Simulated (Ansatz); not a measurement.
HfC:

```
Hf C
1.0
     3.34287    0.00000    0.00000
    -1.67143    2.89501    0.00000
     0.00000    0.00000    5.20271
Hf C
2 2
Direct
  0.33333 0.66667 0.25000
  0.66667 0.33333 0.75000
  0.00000 0.00000 0.50000
  0.00000 0.00000 0.00000
```

The cell comes from a database or a generator and needn't be the stable form of this composition.

Base run:

```yaml
Program: Ansatz 0.2.0
Functional: PBEsol
Potentials_or_basis: Ansatz PAW
Cutoff: 420 eV
Density_cutoff: 1680 eV
k_mesh: 9 × 9 × 5
Occupations: fermi-dirac, width 0.05 eV
Spin: no spin polarisation
Hubbard_terms: Hf d U = 3 eV
```

Its results: band gap on the k mesh none (metal or under the smearing width); pressure -3.1 GPa.

Problem. The run is repeated on the same cell with these changes: hubbard terms from Hf d U = 3 eV to Hf d U = 2 eV. What comes out?

Solution. Band gap on the k mesh none (metal or under the smearing width); pressure -4.6 GPa.

Caveats: U without spin polarisation on a metal has little footing; the PAW data sets come from PBE, with cores solved anew for the run's functional, which leaves a small shift of forces and pressure; the U is typed as a test and isn't derived for this compound.

Not every run made on this cell is shown here.
